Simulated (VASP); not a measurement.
## VASP inputs for TiS2 (strained measured structure)

INCAR

```
ENCUT = 520
PREC = Accurate
IBRION = -1
LCHARG = .TRUE.
NSW = 0
LELF = .TRUE.
ISIF = 2
LWAVE = .FALSE.
NELM = 120
LREAL = .FALSE.
LASPH = .TRUE.
NBANDS = 19
METAGGA = R2SCAN
EDIFF = 1E-7
SIGMA = 0.02
ISMEAR = -1
ALGO = Normal
```

KPOINTS

```
KPOINTS created by Atomic Simulation Environment
0
Gamma
12 12 4
0 0 0
```

KPOINTS_OPT

```
special points
7
Reciprocal
0.0000000000 0.0000000000 0.0000000000 1
0.5000000000 0.0000000000 0.0000000000 1
0.3333333333 0.3333333333 0.0000000000 1
0.0000000000 0.0000000000 0.5000000000 1
0.5000000000 0.0000000000 0.5000000000 1
0.3333333333 0.3333333333 0.5000000000 1
0.0000000000 0.5000000000 0.5000000000 1
```

POSCAR

```
Ti S
 1.0000000000000000
     3.2966463242289885    0.0000000000000000    0.0000000000000000
    -1.6483231621144943    2.8549794640748951    0.0000000000000000
     0.0000000000000000    0.0000000000000000    5.7407101476999998
 Ti  S
   1   2
Cartesian
  0.0000000000000000 -0.0000000000000000 -0.0000000000000000
 -0.0000000000000001  1.9033196427165966  1.4486898292587993
  1.6483231621144940  0.9516598213582983  4.2920203184411996
```

VASP ran with the recommended PBE PAW datasets (24 valence electrons in the cell).

Task: What does this run give?

Result: gap between bands v and c -0.31 eV (bands overlap: a metal); least direct gap 0.51 eV; pressure 6.0 GPa; largest force 0.03 eV/Å.

Band v is the last that the valence electrons fill when counted band by band, and c is the next. Levels in eV from the top of v:

```csv
point,v−1,v,c,c+1
Γ,0.00,0.00,0.51,0.51
M,-3.10,-1.81,0.03,1.77
K,-3.19,-2.97,1.47,1.95
A,-0.18,-0.18,0.49,0.49
L,-1.76,-1.47,-0.31,1.76
H,-2.83,-2.83,1.48,1.55
```
